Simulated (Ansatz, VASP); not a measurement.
## LiF: VASP beside Ansatz

Contents of INCAR:

```
PREC = Accurate
ENCUT = 520
EDIFF = 1E-6
ISMEAR = -1
SIGMA = 0.03
LREAL = False
LASPH = True
NELM = 80
ALGO = Normal
ISIF = 2
LWAVE = False
LCHARG = True
GGA = CA
LELF = True
LVHAR = True
NBANDS = 12
```

The input KPOINTS:

```
Automatic mesh
0
Gamma
  10 10 10
```

POSCAR

```
LiF
1.0
    0.0000000000      2.0535002244      2.0535002244
    2.0535002244      0.0000000000      2.0535002244
    2.0535002244      2.0535002244      0.0000000000
Li F
1 1
Direct
    0.0000000000      0.0000000000      0.0000000000
    0.5000000000      0.5000000000      0.5000000000
```

Input for Ansatz:

```yaml
crystal:
  lattice:
    - [0.0, 2.0535002244, 2.0535002244]
    - [2.0535002244, 0.0, 2.0535002244]
    - [2.0535002244, 2.0535002244, 0.0]
  atoms:
    - { symbol: Li, position: [0.0, 0.0, 0.0] }
    - { symbol: F, position: [0.5, 0.5, 0.5] }
kpoints:
  mp_grid: { grid: [10, 10, 10] }
  band_path:
    path:
      - [0.0, 0.0, 0.0]
      - [0.5, 0.0, 0.5]
      - [0.625, 0.25, 0.625]
      - [0.375, 0.375, 0.75]
      - [0.0, 0.0, 0.0]
      - [0.5, 0.5, 0.5]
      - [0.5, 0.25, 0.75]
      - [0.5, 0.0, 0.5]
    npoints: 5
scf:
  occupations: { method: fermi_dirac, width: 0.03 }
hamiltonian:
  xc: lda
  pseudopotentials: { kind: all_electron, lapw: { basis_error: 0.001 } }
output:
  forces: true
  stress: true
  eigenvalues: true
```

Change from the starting cell: volume scaled by 1.06.

Alike in both runs: task single point; functional LDA; k mesh 10 × 10 × 10; occupations fermi-dirac, width 0.03 eV; no spin polarisation.

|  | VASP | Ansatz |
| --- | --- | --- |
| version | VASP 6.6.1 | Ansatz 0.2.0 |
| potentials or method | VASP PAW LDA potentials, release 64 (Li_sv, F) | all-electron LAPW, scalar-relativistic |
| plane-wave cutoff (eV) | 520 | see its input |

|  | VASP | Ansatz | Ansatz less VASP |
| --- | --- | --- | --- |
| gap on the k mesh at the Fermi level (eV) | 8.33 | 8.32 | -0.011 |

Ansatz ran all-electron here, so the differences hold the error of VASP's frozen core and of both bases.

 A k mesh can miss the band edges.
